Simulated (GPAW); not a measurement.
# FeO (Wuestite) (R-3m) in GPAW: further runs, part 2 of 2

GPAW 26.7.0.

## (3) Magnons, LDA, collinear spin, ferromagnetic start

run.py

```python
import numpy as np
from ase.dft.bandgap import bandgap
from ase.io import read, write
from gpaw import GPAW, PW
from gpaw.response import ResponseContext, ResponseGroundStateAdapter
from gpaw.response.chiks import ChiKSCalculator
from gpaw.response.heisenberg import calculate_fm_magnon_energies
from gpaw.response.localft import LocalFTCalculator
from gpaw.response.mft import IsotropicExchangeCalculator
from gpaw.response.site_kernels import SphericalSiteKernels

atoms = read('FeO.cif')
atoms.set_initial_magnetic_moments([3.0, 0.0])

calc = GPAW(mode=PW(600),
            xc='LDA',
            kpts={'size': (9, 9, 9), 'gamma': True},
            occupations={'name': 'fermi-dirac', 'width': 0.05},
            nbands=17,
            convergence={'density': 1e-06},
            maxiter=50,
            txt='gpaw.txt')
atoms.calc = calc
energy = atoms.get_potential_energy()
calc.write('gs.gpw')
write('result.traj', atoms)
print(f'Energy: {energy:.6f} eV')
print('Moments:', calc.get_magnetic_moments().round(3))
print('Fermi level:', round(calc.get_fermi_level(), 4), 'eV')
print(f'Gap: {bandgap(calc)[0]:.4f} eV, direct: {bandgap(calc, direct=True)[0]:.4f} eV')

dense = calc.fixed_density(kpts={'size': (8, 8, 8), 'gamma': True},
                           nbands=21, convergence={'bands': 15},
                           update_fermi_level=True, txt='dense.txt')
dense.write('dense.gpw', mode='all')

sites = [0]
moments = calc.get_magnetic_moments()[sites]
q_qc = np.array([[0.0, 0.0, 0.0], [0.125, 0.0, 0.0], [0.25, 0.0, 0.0], [0.5, 0.0, 0.0], [0.125, 0.125, 0.0], [0.25, 0.25, 0.0], [0.5, 0.5, 0.0], [0.125, 0.125, 0.125], [0.25, 0.25, 0.25], [0.5, 0.5, 0.5]])
gs = ResponseGroundStateAdapter.from_gpw_file('dense.gpw')
context = ResponseContext(txt='mft.txt')
chiks = ChiKSCalculator(gs, context, ecut=150, nbands=15, gammacentered=True)
exchange = IsotropicExchangeCalculator(chiks, LocalFTCalculator.from_rshe_parameters(gs, context))
kernels = SphericalSiteKernels(atoms.positions[sites], [[0.756] * len(sites)])
J_qab = np.array([exchange(q_c, kernels)[..., 0] for q_c in q_qc])
E_qn = calculate_fm_magnon_energies(J_qab, q_qc, moments)
np.savetxt('exchange.dat', np.c_[q_qc, 1000 * J_qab.real.reshape((len(q_qc), -1))], fmt='%.4f')
np.savetxt('magnons.dat', np.c_[q_qc, 1000 * E_qn.real], fmt='%.4f')
for q_c, E_n in zip(q_qc, E_qn):
    print(q_c.round(4), 'magnon energies (meV):', (1000 * E_n.real).round(2))
```

FeO.cif

```cif
data_FeO
_cell_length_a 3.06985759
_cell_length_b 3.06985759
_cell_length_c 3.06985759
_cell_angle_alpha 59.30691343
_cell_angle_beta 59.30691343
_cell_angle_gamma 59.30691343
_space_group_name_H-M_alt 'P1'
_space_group_name_Hall 'P 1'
_space_group_IT_number 1
loop_
_space_group_symop_operation_xyz
'x,y,z'
loop_
_atom_site_label
_atom_site_type_symbol
_atom_site_symmetry_multiplicity
_atom_site_Wyckoff_symbol
_atom_site_fract_x
_atom_site_fract_y
_atom_site_fract_z
_atom_site_occupancy
Fe1 Fe 1 a 0.0000000000 0.0000000000 0.0000000000 1
O1 O 1 a 0.5000000000 0.5000000000 0.5000000000 1
```

Potentials or basis: the program's PAW data sets (release 1.2.1) made for this functional, pw.

On the command line:

```
$ OMP_NUM_THREADS=1 python run.py
```

gpaw.txt:

```text
__  _  _
 | _ |_)|_||  |
 |__||  | ||/\| - 26.7.0

Input parameters:
  mode=PW(ecut=600.0),
  convergence={'density': 1e-06},
  kpts=MonkhorstPack(size=(9, 9, 9), gamma=True),
  maxiter=50,
  nbands=17,
  occupations=Occupations(name='fermi-dirac', width=0.05),
  xc=XC(name='LDA')

Diagonalizing LCAO Hamiltonian
Converting LCAO to pw mode

                O

       Fe

Atoms  # Å, Bohr magnetons
|   | symbol |        x |        y |        z |    initial magnetic moments |
|---|--------|----------|----------|----------|-----------------------------|
| 0 |     Fe | 0.000000 | 0.000000 | 0.000000 | ( 0.0000,  0.0000,  3.0000) |
| 1 |      O | 3.101904 | 1.765957 | 1.242253 | ( 0.0000,  0.0000,  0.0000) |

Unit cell  # Å
| periodic |        x |        y |        z |  lengths |    angles |
|----------|----------|----------|----------|----------|-----------|
|      yes | 3.069858 | 0.000000 | 0.000000 | 3.069858 | 59.306913 |
|      yes | 1.566976 | 2.639813 | 0.000000 | 3.069858 | 59.306913 |
|      yes | 1.566976 | 0.892101 | 2.484506 | 3.069858 | 59.306913 |

Number of symmetries: 12
Symmetry operations  # r_c * U_cc + t_c -> r_c
|    | kind |            matrix            |
|----|------|------------------------------|
|  0 |  E   |  1, 0, 0,  0, 1, 0,  0, 0, 1 |
|  1 |  σ   |  1, 0, 0,  0, 0, 1,  0, 1, 0 |
|  2 |  σ   |  0, 1, 0,  1, 0, 0,  0, 0, 1 |
|  3 |  C3  |  0, 1, 0,  0, 0, 1,  1, 0, 0 |
|  4 |  C3  |  0, 0, 1,  1, 0, 0,  0, 1, 0 |
|  5 |  σ   |  0, 0, 1,  0, 1, 0,  1, 0, 0 |
|  6 |  C2  |  0, 0,-1,  0,-1, 0, -1, 0, 0 |
|  7 |  S6  |  0, 0,-1, -1, 0, 0,  0,-1, 0 |
|  8 |  S6  |  0,-1, 0,  0, 0,-1, -1, 0, 0 |
|  9 |  C2  |  0,-1, 0, -1, 0, 0,  0, 0,-1 |
| 10 |  C2  | -1, 0, 0,  0, 0,-1,  0,-1, 0 |
| 11 |  i   | -1, 0, 0,  0,-1, 0,  0, 0,-1 |

BZ-sampling:
  Number of BZ points: 729
  Number of IBZ points: 85

  Monkhorst-Pack size: [9, 9, 9]
  Monkhorst-Pack shift: [0, 0, 0]

K-points  # in reciprocal-cell coordinates
|     |                                coordinates |     weight |
|-----|--------------------------------------------|------------|
|   0 | (  0.00000000,   0.00000000,   0.00000000) | 0.00137174 |
|   1 | (  0.11111111,   0.00000000,  -0.11111111) | 0.00823045 |
|   2 | (  0.11111111,   0.00000000,   0.00000000) | 0.00823045 |
[... 56 lines left out ...]
    Z:       8.0
    valence: 6
    core:    2
    charge:  0.0  # [|e|]
    compensation charges:
      type: gauss
      rc: 0.21  # [Å]
      lmax: 2
    cutoffs:
      filter: 1.17  # [Å]
      core: 0.83  # [Å]
    projectors
    | kind |    occ | energy [eV] | rcut [Å] |
    |------|--------|-------------|----------|
    |   2s |  2.000 |     -23.752 |    0.688 |
    |   2p |  4.000 |      -9.195 |    0.598 |
    |    s |        |       3.459 |    0.688 |
    |    p |        |      18.016 |    0.598 |
    |    d |        |       0.000 |    0.619 |

    Using partial waves for O as LCAO basis

Reference energy: -36585.847439  # eV

eigensolver:
  PPCG
  Converge bands: occupied
  niter=2

density mixing:
  MSR1-Mixer
  Pratt-step length: 0.05
  Maximum mixing coefficient: 0.75
  Old densities: 10
  SVD Regularization: 0.005
  Good broyden scale: 1.0
  Trust region scale: 1.0
  Backstep threshold: 4.0
  History deletion threshold: 6.0
  Fourier metric: weight=20.0, sigma=0.015

occupation numbers:
  Fermi-Dirac:
    width: 0.0500  # eV

poisson solver:
  ecut: 4800.0  # eV

xc functional:
  name: None

convergence criteria:
- Maximum integral of absolute [dens]ity change: 1e-06 electrons / valence electron
- Maximum [total energy] change in last 3 cyles: 0.0005 eV / valence electron
- Maximum integral of absolute [eigenst]ate change: 4e-08 eV^2 / valence electron
maximum number of iterations: 50

SCF iterations
|iter     | |      energy | eigst |  dens |  magmom |
|---------|-|-------------|-------|-------|---------|
|iter:   1| |  -17.929748 | -0.05 |       |  +3.0021|
|iter:   2| |  -17.733464 | -1.70 | -0.74 |  +3.0515|
|iter:   3| |  -17.419804 | -1.81 | -0.79 |  +3.5081|
|iter:   4| |  -17.461247 | -2.99 | -1.26 |  +3.7532|
|iter:   5| |  -17.474813 | -2.27 | -1.53 |  +3.9873|
|iter:   6| |  -17.473788 | -3.63 | -2.16 |  +4.0129|
|iter:   7| |  -17.473677c| -5.15 | -2.47 |  +3.9908|
|iter:   8| |  -17.473745c| -5.46 | -2.83 |  +4.0010|
|iter:   9| |  -17.473747c| -6.84 | -3.55 |  +3.9999|
|iter:  10| |  -17.473747c| -7.92c| -4.01 |  +3.9995|
|iter:  11| |  -17.473748c| -8.57c| -4.87 |  +3.9996|
|iter:  12| |  -17.473748c| -8.93c| -5.35 |  +3.9996|
|iter:  13| |  -17.473748c| -9.46c| -6.58c|  +3.9996|

Converged in 13 steps
Energy contributions relative to reference atoms: (reference = -36585.847439)

Energy contributions:
  Kinetic:          21.808513
  Coulomb:         -19.188002
  Zero:              0.159607
  External:          0.000000
  Xc:              -20.248425
  Entropy:          -0.010880
  Spinorbit:         0.000000
  ----------------------------
  Free energy:     -17.479188
  Extrapolated:    -17.473748

dipole moment: (-15.012393, -8.546763, -6.012174)  # |e|*Ang

Total magnetic moment: (0.000000, 0.000000, 3.999603)

Local magnetic moments
|        x |        y |        z |
|----------|----------|----------|
| 0.000000 | 0.000000 | 3.507998 |  # Fe   0
| 0.000000 | 0.000000 | 0.244555 |  # O    1

Fermi level: 8.685
Eigenvalues  # (at kpt = [0.000, 0.000, 0.000])
| band index |      eig [eV] | occ [0-1] |      eig [eV] | occ [0-1] |
|------------|---------------|-----------|---------------|-----------|
|          0 |       -11.782 |     1.000 |       -11.197 |     1.000 |
|          1 |         4.777 |     1.000 |         5.393 |     1.000 |
|          2 |         4.881 |     1.000 |         5.499 |     1.000 |
|          3 |         4.881 |     1.000 |         5.499 |     1.000 |
|          4 |         4.942 |     1.000 |         7.907 |     1.000 |
|          5 |         5.009 |     1.000 |         7.997 |     1.000 |
[... 9 lines left out ...]
|         15 |        25.645 |     0.000 |        26.755 |     0.000 |
|         16 |        25.645 |     0.000 |        26.755 |     0.000 |

No gap
No difference between direct/indirect transitions
# Writing to gs.gpw (mode='')
```

stdout:

```text
Energy: -17.473748 eV
Moments: [3.508 0.245]
Fermi level: 8.6849 eV
Gap: 0.0000 eV, direct: 0.0000 eV
[0. 0. 0.] magnon energies (meV): [0.]
[0.125 0.    0.   ] magnon energies (meV): [-3.03]
[0.25 0.   0.  ] magnon energies (meV): [-25.29]
[0.5 0.  0. ] magnon energies (meV): [-27.78]
[0.125 0.125 0.   ] magnon energies (meV): [-3.6]
[0.25 0.25 0.  ] magnon energies (meV): [26.99]
[0.5 0.5 0. ] magnon energies (meV): [338.53]
[0.125 0.125 0.125] magnon energies (meV): [-6.48]
[0.25 0.25 0.25] magnon energies (meV): [-26.3]
[0.5 0.5 0.5] magnon energies (meV): [-34.32]
```

mft.txt:

```text
Calculating f(G)
    Calculating PAW corrections

    RSHE of atom 0
      (l,m)   max weight  avg weight  included
      (0,0)   1.00000000  0.98529464  yes
      (1,-1)  0.00000000  0.00000000  yes
      (1,0)   0.00000000  0.00000000  yes
      (1,1)   0.00000000  0.00000000  yes
      (2,-2)  0.12788170  0.00029480  yes
[... 342 lines left out ...]
    Number of frequency points: 1
    Number of bands included: 15
Resulting in:
    A total number of band and spin transitions of: 190
[... 107 lines left out ...]
  ( 1  0  0)  ( 1  0  0)  ( 0  1  0)  ( 0  1  0)  ( 0  0  1)  ( 0  0  1)
  ( 0  1  0)  ( 0  0  1)  ( 1  0  0)  ( 0  0  1)  ( 1  0  0)  ( 0  1  0)
  ( 0  0  1)  ( 0  1  0)  ( 0  0  1)  ( 1  0  0)  ( 0  1  0)  ( 1  0  0)

  ( 0  0 -1)  ( 0  0 -1)  ( 0 -1  0)  ( 0 -1  0)  (-1  0  0)  (-1  0  0)
  ( 0 -1  0)  (-1  0  0)  ( 0  0 -1)  (-1  0  0)  ( 0  0 -1)  ( 0 -1  0)
  (-1  0  0)  ( 0 -1  0)  (-1  0  0)  ( 0  0 -1)  ( 0 -1  0)  ( 0  0 -1)

65 groups of equivalent kpoints. 87.3046875% reduction.
```

Run time: 2.4 min. Hardware: 1 thread of Intel Xeon 6975P-C (Granite Rapids), shared host; peak memory 0.32 GiB.

The run converged, but some of its settings lie outside the range that counts as converged, so its numbers aren't taken as properties of the crystal.

What came out:

| Quantity | Value |
| --- | --- |
| Free energy | -17.4792 eV |
| Band gap on the k mesh | none (metal or under the smearing width) |
| Net moment | 4.00 μB per cell |
| Site moments | Fe +3.51; O +0.24 μB |

Caveat: the number of bands moves the energies at small q by some ten meV; the exchange constants hang on this mesh and on the site radius; magnon energies hang on the band cut; magnon energies are noisy on this mesh; a cell with one magnetic atom can't hold antiferromagnetic order, which such compounds often take; semilocal functionals often make such compounds metallic where correlation or magnetic order opens a gap, which also shifts bond lengths.
